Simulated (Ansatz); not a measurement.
# HfO2, the end x = 0 of the monoclinic HfO2 with Si on Hf sites line (96 atoms): relaxation and levels of theory

Which bonds does the relaxation leave, and how do the Kohn-Sham gap, forces and pressure change with k-mesh and functional?

Calculated with Ansatz 0.2.0: Kohn-Sham DFT, PBE, PAW (set soft_2), plane waves; cutoff 420 eV, k-mesh 2×2×2, fermi-dirac smearing of 0.025 eV.

**The cell**

The cell holds 96 atoms: 32 Hf and 64 O. Its edges and angles: a = 10.280 Å, b = 10.380 Å, c = 10.640 Å, α = 90.0°, β = 99.6°, γ = 90.0°. It derives from HfO2 (monoclinic HfO2 with Si on Hf sites), repeated 2×2×2. Monoclinic HfO2 with Si on Hf sites: 96 atoms, 0 of 32 Hf sites given to Si at random, cell and internal coordinates interpolated linearly between the end members (Vegard's rule); not relaxed, displaced by a Gaussian of 0.02 Å. Lattice constants are starting values near those of PBE.

Cell and atoms were relaxed with PBE. The walk converged after 6 steps by the program's count, with a largest force component of 0.00127 eV/Å; it began at an r.m.s. force component of 0.41 eV/Å. The edges went from 10.280, 10.380, 10.640 to 10.322, 10.424, 10.704 Å, and the volume from 11.661 to 11.827 Å³ an atom (+1.4 %).

The input of the reference single point:

```yaml
crystal:
  lattice:
    - [10.32208, 2.0e-05, -0.0071]
    - [2.0e-05, 10.42375, 2.0e-05]
    - [-1.78893, 1.0e-05, 10.55359]
  atoms:
    - { symbol: Hf, position: [0.13795, 0.02163, 0.10441] }
    - { symbol: Hf, position: [0.36221, 0.27163, 0.14605] }
    - { symbol: Hf, position: [0.36221, 0.47874, 0.39604] }
    - { symbol: Hf, position: [0.13796, 0.22874, 0.35442] }
    [... 90 atom lines left out ...]
    - { symbol: O, position: [0.77551, 0.62158, 0.76191] }
    - { symbol: O, position: [0.72466, 0.87158, 0.98857] }
kpoints:
  mp_grid: { grid: [2, 2, 2] }
hamiltonian:
  xc: pbe
scf:
  occupations: { method: fermi_dirac, width: 0.025 }
output:
  forces: true
  stress: true
  populations: true
  dos:
    method: { smearing: { sigma: 0.08 } }
    de: 0.05
    projected: { site_lists: { Hf: [Hf], O: [O] } }
  eigenvalues: true
  write_density: true
  write_potential: true
  volumetric_format: npy
```

**Bonds after relaxation**

Bonds by pair of elements; cutoffs follow the first minimum of g(r), held within bounds set by covalent radii, and pairs that aren't listed don't count as bonded:

```csv
pair A-B,cutoff (Å),bonds,mean length (Å),spread (Å),shortest (Å),B about A,A about B
O-Hf,2.82,224,2.16,0.079,2.05,3.5,7
```

How many atoms have how many bonded neighbours:

```csv
element,mean,3,4,7
Hf,7,0,0,32
O,3.5,32,32,0
```

**Levels of theory**

Single points at the relaxed geometry:

```
functional  k-mesh  Kohn-Sham gap (eV)  pressure (GPa)  r.m.s. force component (eV/Å)  SCF cycles   time
       PBE   2×2×2               4.040            0.01                          0.001           9   23 s
       PBE   3×3×2               4.040            0.01                          0.001           9   23 s
       PBE   1×1×1               4.037            0.04                          0.006           9  6.5 s
     HSE06   1×1×1               5.634           -5.48                          0.086          23   60 s
    r2SCAN   2×2×2               4.540           -5.51                          0.042           9   16 s
```

The gap is that between the highest filled and lowest empty Kohn-Sham level on the run's k-points. Cutoffs: 420 eV for PBE and HSE06; 500 eV for r2SCAN.

**Findings**

The Kohn-Sham gap is 4.04 eV with PBE on the 2×2×2 mesh and 4.04 eV on 3×3×2. On the 1×1×1 mesh HSE06 changes the gap by +1.60 eV against PBE. Carrying that shift over to the 3×3×2 mesh gives 4.04 + 1.60 = 5.64 eV, an estimate that takes the shift to be alike at all k-points. On the reference's mesh the gap changes with r2SCAN by +0.50 eV. Against the reference the pressure changes with r2SCAN by -5.5 GPa; a negative change means a smaller volume than PBE would take. The denser mesh moves the energy by -0.0 meV/atom and the pressure by -0.00 GPa.

Limits: All single points share the geometry relaxed with PBE. Spin–orbit coupling is left out, which matters for the levels of the heavy elements. In some runs the program notes that the atoms just miss a symmetry operation, the exchange threshold is loose for the stress and the SCF threshold is loose for the stress.

[Logs are printed without paths, hosts, clocks, repeated set-up lines and the standing remarks that a program may print on its own settings, such as how far it seeks lower states.]

[Hosts, paths, dates, database ids (printed as entryN), source tags and the programs' standing remarks are cut or masked in the printed files.]
